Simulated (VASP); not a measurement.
Si:

```
CELL_PARAMETERS angstrom
-3.32544 3.32544 1.92239
3.32544 -3.32544 1.92239
3.32544 3.32544 -1.92239
ATOMIC_POSITIONS crystal
Si 0.82120 0.17880 0.00000
Si 0.17880 0.82120 0.00000
Si 0.82120 0.82120 0.64240
Si 0.17880 0.17880 0.35760
```

This isn't the form of Si at room conditions, which is diamond.

Base run:

* Program: VASP 6.6.1
* Functional: r2SCAN
* Potentials or basis: VASP PAW PBE potentials, release 64 (Si)
* Cutoff: 520 eV
* k mesh: 8 × 8 × 8
* Occupations: gaussian, width 0.02 eV
* Spin: no spin polarisation

Its results: band gap on the k mesh 0.46 eV, indirect (least direct gap 0.59 eV).

Question: The run is repeated on the same cell with these changes: functional from r2SCAN to LDA; potentials or basis from VASP PAW PBE potentials, release 64 (Si) to VASP PAW LDA potentials, release 64 (Si). What comes out?

Answer: Band gap on the k mesh 0.15 eV, indirect (least direct gap 0.28 eV).
